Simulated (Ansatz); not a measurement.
Harmonic frequencies (cm⁻¹) at PBE0-D4/def2-TZVP from Ansatz: 181, 187, 272, 392, 551, 573, 663, 683, 748, 790, 939, 974, 1027, 1067, 1300, 1401, 1432, 1467, 1484, 1697, 2221, 3052, 3116, 3146, 3167, 3262, 3483.

(1) Which molecule is it?
A. `[GeH3][SiH]1[BH][AlH][O]1`
B. `C=CC1=CC1`
C. `C#CC(=C)C`
D. `C1=CCC=C1`

Results:

(1) C.
